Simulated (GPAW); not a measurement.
# ZrO2 in GPAW: tuning eigensolver

Crystal: ZrO2.

```
Zr O
1.0
     0.00000    2.54507    2.54507
     2.54507    0.00000    2.54507
     2.54507    2.54507    0.00000
Zr O
1 2
Direct
  0.00000 0.00000 0.00000
  0.75000 0.75000 0.75000
  0.25000 0.25000 0.25000
```

Measurements of this composition are mostly on another form, of space group No. 14.

- Program: GPAW 26.7.0
- Task: tuning run
- Functional: PBE
- Potentials or basis: GPAW PAW data sets (gpaw-data 1.2.1)
- Cutoff: 800 eV
- Basis: pw
- k mesh: 7 × 7 × 7
- Occupations: fermi-dirac, width 0.05 eV
- Spin: no spin polarisation

These are the settings of the first run; the series varies eigensolver, with any setting tied to it.

Hardware: 1 thread of Arm Neoverse N1.

| eigensolver | energy less the last converged row (meV/atom) | SCF cycles | wall time (s) | peak memory (GiB) |
| --- | --- | --- | --- | --- |
| default | 0.00 | 10 | 29 | 0.17 |
| davidson niter=2 | 0.00 | 10 | 24 | 0.17 |
| davidson niter=4 | 0.00 | 10 | 40 | 0.17 |
| rmm-diis | not converged | - | - | - |
| ppcg | 0.00 | 10 | 29 | 0.17 |
| cg | 0.00 | - | 39 | 0.18 |

Fastest here: davidson niter=2 (24 s), level within noise with ppcg; slowest of those that converged: davidson niter=4 (40 s). These are single runs, one after another on one machine, so differences under about a fifth mean little.
